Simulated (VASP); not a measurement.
Crystal: TaN.

```xyz
6
Lattice="5.1960 0.0000 0.0000 -2.5980 4.4999 0.0000 0.0000 0.0000 2.9110" Properties=species:S:1:pos:R:3 pbc="T T T"
Ta    0.0000    0.0000    0.0000
Ta    2.5980    1.5000    1.4555
Ta    0.0000    2.9999    1.4555
N    -1.0206    1.7678    0.0000
N     1.5774    2.7321    0.0000
N     2.0412    0.0000    0.0000
```

- Program: VASP 6.6.1
- Task: single point
- Functional: PBEsol
- Potentials or basis: VASP PAW PBE potentials, release 64 (Ta_pv, N)
- Cutoff: 520 eV
- k mesh: 6 × 6 × 9
- Occupations: fermi-dirac, width 0.05 eV
- Spin: no spin polarisation

On this cell: pressure -3.0 GPa; largest force 0.026 eV/Å; band gap on the k mesh none (metal or under the smearing width).

The same run follows on a disturbed copy (atoms moved at random, drawn with an rms of 0.05 Å):

```
Ta N
1.0
     5.19600    0.00000    0.00000
    -2.59800    4.49987    0.00000
     0.00000    0.00000    2.91100
Ta N
3 3
Direct
  0.00454 0.99321 0.00085
  0.65754 0.33311 0.49504
  0.34668 0.67461 0.49303
  0.00591 0.39343 0.01730
  0.61078 0.61349 0.97602
  0.40349 0.00280 0.00168
```

Question: What changes?

Answer: The energy (extrapolated to zero smearing) moves by +33.6 meV/atom; pressure -1.8 GPa; largest force 2.045 eV/Å; band gap on the k mesh none (metal or under the smearing width).

Forces on the atoms (eV/Å):
```
Ta  -0.254  1.155 -0.099
Ta   1.977  0.511  0.113
Ta  -1.274 -0.744  0.195
N   -0.186 -0.216 -0.842
N    0.205 -0.568  1.006
N   -0.468 -0.138 -0.373
```

Stress tensor (GPa, compression positive):
```
-1.84  0.08  0.69
 0.08 -0.70  0.80
 0.69  0.80 -2.98
```

Caveats: the PAW data sets were made with another functional, which shifts forces and pressure a little.
